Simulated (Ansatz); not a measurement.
Crystal: NiO.

```
CELL_PARAMETERS angstrom
0.00000 2.08590 2.08590
2.08590 0.00000 2.08590
2.08590 2.08590 0.00000
ATOMIC_POSITIONS crystal
Ni 0.00000 0.00000 0.00000
O 0.50000 0.50000 0.50000
```

Program: Ansatz 0.2.0. Alike in all runs: task projected density of states; potentials or basis Ansatz PAW; spin collinear, ferromagnetic start; cell as given; smearing fermi-dirac 0.05 eV. Hardware: 2 threads of Intel(R) Xeon(R) Platinum 8259CL CPU @ 2.50GHz (Skylake/Cascade Lake), on a shared host.

Problem. Order these runs on this cell by their wall time, lowest first.
A. level PBEsol+U; U Ni d U = 5 eV; k mesh 11 × 11 × 11; cutoff (eV) 420; hubbard projectors ortho-atomic (the default); double counting fll (the default); mesh quality not flagged
B. level LDA; k mesh 6 × 6 × 6; cutoff (eV) 420; mesh quality coarse
C. level BLYP; k mesh 6 × 6 × 6; cutoff (eV) 420; mesh quality coarse
D. level r2SCAN0; k mesh 6 × 6 × 6; cutoff (eV) 500; mesh quality coarse

Solution. B (1.9 s), C (4.3 s), A (9.2 s), D (35 s).

Caveats: some runs use coarse meshes; a cell with one magnetic atom can't hold antiferromagnetic order, which such compounds often take (some runs); the magnetic or orbital state may not be the lowest (some runs); semilocal functionals often make such compounds metallic where correlation or magnetic order opens a gap, which also shifts bond lengths (some runs); odd divisions of the mesh miss points on the zone boundary, where band edges often lie, so the gap on the mesh can be too wide (some runs); the starting moments weren't kept (some runs).
